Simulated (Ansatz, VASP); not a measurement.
## Two plane-wave programs on Pb

INCAR

```
SYSTEM = Pb
PREC     = Accurate       ! precision mode
ENCUT    = 600            ! plane-wave cutoff, eV
EDIFF    = 1E-6           ! SCF threshold, eV
ISMEAR   = -1             ! smearing method
SIGMA    = 0.1            ! smearing width, eV
LREAL    = .FALSE.        ! projectors in reciprocal space
LASPH    = .TRUE.         ! aspherical terms in the spheres
NELM     = 60             ! most SCF steps
ALGO     = Normal         ! electronic algorithm
ISIF     = 3              ! what is computed and relaxed
LWAVE    = .FALSE.        ! write WAVECAR
LCHARG   = .FALSE.        ! write CHGCAR
GGA      = PS             ! functional
IBRION   = 2              ! ionic algorithm
NSW      = 80             ! ionic steps
EDIFFG   = -0.01          ! ionic threshold
```

Contents of KPOINTS:

```
regular mesh
0
G
  11 11 11
  0 0 0
```

File POSCAR:

```
Pb
1.0
   -1.9646072269      1.9646072269      1.9646072269
    1.9646072269     -1.9646072269      1.9646072269
    1.9646072269      1.9646072269     -1.9646072269
Pb
1
Direct
    0.0000000000      0.0000000000      0.0000000000
```

Input for Ansatz:

```yaml
crystal:
  lattice:
    - [-1.9646072269, 1.9646072269, 1.9646072269]
    - [1.9646072269, -1.9646072269, 1.9646072269]
    - [1.9646072269, 1.9646072269, -1.9646072269]
  atoms:
    - { symbol: Pb, position: [0.0, 0.0, 0.0] }
hamiltonian:
  xc: pbesol
  pseudopotentials:
    kind: paw
    azcp:
      Pb: "pseudopotentials/Pb.paw.azcp"
basis:
  ecutwfc: 420
  fft_grid_basis: typed
kpoints:
  mp_grid: { grid: [11, 11, 11], shift: [0, 0, 0] }
magnetization:
  spin_polarized: false
scf:
  occupations: { method: fermi_dirac, width: 0.1 }
relax:
  max_steps: 60
  f_tol: 0.01
  cell: {}
output:
  write_density: true
  write_potential: true
  elf: true
  volumetric_format: npy
```

The cell was built by a generator and needn't be a form met in nature.

Alike in both runs: task relaxation of cell and atoms; functional PBEsol; k mesh 11 × 11 × 11; occupations fermi-dirac, width 0.1 eV; no spin polarisation.

```csv
,VASP,Ansatz
version,VASP 6.6.1,Ansatz 0.2.0
potentials or method,"VASP PAW PBE potentials, release 64 (Pb_d)","plane waves (420 eV) with PAW, scalar-relativistic"
plane-wave cutoff (eV),600,420
valence electrons in the cell,14,14
```

Ansatz gave:

- relaxed volume (Å³/atom): 29.92
- relaxed cell length with the largest relative difference (Å): 3.387

Problem. What did VASP give for the same quantities?

Solution. Relaxed volume (Å³/atom): 29.93; relaxed cell length with the largest relative difference (Å): 3.388.

Ansatz warned: «pseudo_functional_mismatch».

Caveats: the PAW data sets were made with another functional, which shifts forces and pressure a little (VASP). The runs have no spin-orbit coupling, so splittings on Pb are missing.
